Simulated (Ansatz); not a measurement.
W:

```
W
1.0
    -1.58234    1.58234    1.58234
     1.58234   -1.58234    1.58234
     1.58234    1.58234   -1.58234
W
1
Direct
  0.00000 0.00000 0.00000
```

| Quantity | Value |
| --- | --- |
| Program | Ansatz 0.2.0 |
| Task | relaxation of cell and atoms |
| Functional | PBEsol |
| Dispersion | D4 |
| Potentials or basis | Ansatz PAW |
| Cutoff | 420 eV (not typed: the program's choice for these potentials) |
| k mesh | 12 × 12 × 12 |
| Occupations | fermi-dirac, width 0.05 eV |
| Spin | no spin polarisation |

At the start: volume 15.85 Å³/atom.

Task: Where does the relaxation end?

Result: It ends after 4 steps and the volume is 15.50 Å³/atom (-2.2 %); space group Im-3m (No. 229, to 0.05 Å).

The path:
```csv
step,energy change (eV),largest force (eV/Å),volume (Å³)
1,0.0000,0.0000,15.85
2,-0.0076,0.0000,15.53
3,-0.0077,0.0000,15.50
4,-0.0075,0.0000,15.50
```

Final structure:
```xyz
1
Lattice="-1.5708 1.5708 1.5708 1.5708 -1.5708 1.5708 1.5708 1.5708 -1.5708" Properties=species:S:1:pos:R:3 pbc="T T T"
W     0.0000    0.0000    0.0000
```

Caveat: the plane-wave basis is chosen anew once the cell has moved, so the energies of steps on either side of that aren't comparable; pairwise dispersion overbinds metals, which lowers pressure and volume; the PAW data sets come from PBE, with cores solved anew for the run's functional, which leaves a small shift of forces and pressure.
